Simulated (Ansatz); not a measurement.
Do energy and pressure agree? Two volumes of LiI (I4mm, 2 atoms in the cell)

```yaml
crystal:
  lattice:
    - [0.00000, 3.02505, 3.02505]
    - [3.02505, 0.00000, 3.02505]
    - [3.02505, 3.02505, 0.00000]
  atoms:
    - { symbol: Li, position: [0.00826, 0.00826, 0.99174] }
    - { symbol: I, position: [0.50000, 0.50000, 0.50000] }
```

Method of the run: PBE (plane waves, PAW; Ansatz, a first-principles code).

Settings: basis.ecutwfc = 1010 eV; kpoints.mp_grid.grid = 7 7 7; hamiltonian.xc = pbe; hamiltonian.pseudopotentials = {kind: paw} (the program's default PAW files); scf.occupations.method = fermi_dirac; scf.occupations.width = 0.05 eV. This cutoff ends a ladder whose last two steps agree within 1 meV/atom.

The second cell is the first with its lattice scaled by 0.98, at the same fractional positions.

The starting cell has typed, rounded lattice constants, without a prior relaxation at this level. Its lattice was rescaled by up to half a per cent. One atom was moved a little off its site on purpose. Ansatz's pressure includes its estimate of the finite-basis (Pulay) stress.

| cell | volume (Å³/atom) | pressure (GPa) | F less the first cell's (meV/atom) |
|---|---|---|---|
| first | 27.6820 | -0.28 | 0.00 |
| second | 26.0541 | 1.01 | ? |

Q: Estimate the energy of the second cell from the pressures, and the bulk modulus between the two volumes.

A: With P = −dF/dV, the trapezoid gives ΔF ≈ −(P₁ + P₂)/2 · ΔV = −(0.365 GPa) · (-1.6279 Å³) = 3.71 meV/atom (1 eV/Å³ = 160.22 GPa). The modulus at fixed fractional positions is B = −ΔP/Δln V = 21 GPa, a mean over the interval. P(V) is curved, so the trapezoid lies high by about |ΔV|³·B·(1 + B′)/(12·V̄²) = 0.33 meV/atom for an assumed B′ = 4, which leaves 3.38 meV/atom. The runs gave 3.38 meV/atom, a miss of 0.00 meV/atom. Cases were kept where this miss is small, so the page shows the method and is no test of it.

Left out of this page: 15 runs of the series outside the window shown, repeating another row's setting, or not comparable.

Keys are those of Ansatz 0.2.
